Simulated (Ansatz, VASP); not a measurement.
Ti3Al in VASP and in Ansatz

INCAR

```
PREC = Accurate
ENCUT = 520
EDIFF = 1E-6
ISMEAR = -1
SIGMA = 0.05
LREAL = False
LASPH = True
NELM = 60
ALGO = Normal
ISIF = 2
LWAVE = False
LCHARG = False
GGA = PS
NBANDS = 28
```

The input KPOINTS:

```
regular mesh
0
Gamma
  6 6 6
```

Contents of POSCAR:

```
Ti3Al
1.0
    0.0000000000      3.1658077740      3.1658077740
    3.1658077740      0.0000000000      3.1658077740
    3.1658077740      3.1658077740      0.0000000000
Ti Al
3 1
Direct
    0.7500000000      0.7500000000      0.7500000000
    0.2500000000      0.2500000000      0.2500000000
    0.0000000000      0.0000000000      0.0000000000
    0.5000000000      0.5000000000      0.5000000000
```

Input for Ansatz:

```yaml
crystal:
  lattice:
    - [0.0, 3.165807774010886, 3.165807774010886]
    - [3.165807774010886, 0.0, 3.165807774010886]
    - [3.165807774010886, 3.165807774010886, 0.0]
  atoms:
    - { symbol: Ti, position: [0.75, 0.75, 0.75] }
    - { symbol: Ti, position: [0.25, 0.25, 0.25] }
    - { symbol: Ti, position: [0.0, 0.0, 0.0] }
    - { symbol: Al, position: [0.5, 0.5, 0.5] }
basis:
  ecutwfc: 470.0
kpoints:
  mp_grid:
    grid: [6, 6, 6]
hamiltonian:
  xc: pbesol
scf:
  self_checks: high
  convergence:
    dr2_threshold: 1.0e-09
  mixing:
    algorithm: msr1
    beta: 0.2
  occupations:
    method: fermi_dirac
    width: 0.05
output:
  stress: true
```

The cell comes from a database or a generator and needn't be the stable form of this composition.

Alike in both runs: task single point; functional PBEsol; k mesh 6 × 6 × 6; occupations fermi-dirac, width 0.05 eV; no spin polarisation.

|  | VASP | Ansatz |
| --- | --- | --- |
| version | VASP 6.6.1 | Ansatz 0.2.0 |
| potentials or method | VASP PAW PBE potentials, release 64 (Ti_sv, Al) | plane waves, PAW |
| plane-wave cutoff (eV) | 520 | 470 |
| valence electrons in the cell | 39 | 39 |

|  | VASP | Ansatz | Ansatz less VASP |
| --- | --- | --- | --- |
| gap on the k mesh at the Fermi level (eV) | none | none | - |
| pressure (GPa) | 2.1 | 2.2 | +0.13 |

A gap of «none» marks a metal or a gap that the smearing closes. Ansatz warned: «stress_scf_threshold_loose».

Caveats: the PAW data sets were made with another functional, which shifts forces and pressure a little (VASP).
